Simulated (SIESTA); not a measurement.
Crystal: FeO (Wuestite).

```xyz
2
Lattice="1.5188 0.8769 2.5196 -1.5188 0.8769 2.5196 0.0000 -1.7538 2.5196" Properties=species:S:1:pos:R:3 pbc="T T T"
Fe    0.0000    0.0000    0.0000
O     0.0000    0.0000    3.7794
```

| Item | Value |
| --- | --- |
| Program | SIESTA 5.4.2 |
| Task | single point |
| Functional | PBE |
| Potentials or basis | PseudoDojo 0.4 standard (PBE files) |
| Basis | DZP (energy shift 0.003 Ry; two zetas on semicore shells) |
| Grid cutoff | 800 Ry |
| Energy shift | 0.003 Ry |
| k mesh | 11 × 11 × 11 |
| Occupations | fermi-dirac, width 0.05 eV |
| Spin | collinear spin, ferromagnetic start |
| Starting moments | [3.0, 0.0] μB |

On this cell: pressure -0.5 GPa; largest force under 0.003 eV/Å; net moment 4.00 μB per cell; site moments Fe +3.69; O +0.31 μB; band gap on the k mesh none (metal or under the smearing width).

The same run follows on a disturbed copy (atoms moved at random, drawn with an rms of 0.05 Å):

```xyz
2
Lattice="1.5188 0.8769 2.5196 -1.5188 0.8769 2.5196 0.0000 -1.7538 2.5196" Properties=species:S:1:pos:R:3 pbc="T T T"
Fe    0.0044    0.0002    0.0152
O    -0.0560    0.0328    3.7337
```

Problem. What changes?

Solution. The energy (extrapolated to zero smearing) moves by +7.8 meV/atom; pressure 0.2 GPa; largest force 0.352 eV/Å; net moment 4.00 μB per cell; site moments Fe +3.69; O +0.31 μB; band gap on the k mesh none (metal or under the smearing width).

Forces in eV/Å, atoms in the order of the input:
```
Fe  -0.227  0.123 -0.237
O    0.227 -0.123  0.238
```

Stress tensor (GPa, compression positive):
```
 0.90 -0.71  0.94
-0.71  0.10 -0.55
 0.94 -0.55 -0.48
```

Caveats: short orbitals over semicore shells can move pressures by several GPa; the basis of atomic orbitals isn't converged, which shifts pressures, moduli and gaps; a cell with one magnetic atom can't hold antiferromagnetic order, which such compounds often take; semilocal functionals often make such compounds metallic where correlation or magnetic order opens a gap, which also shifts bond lengths.
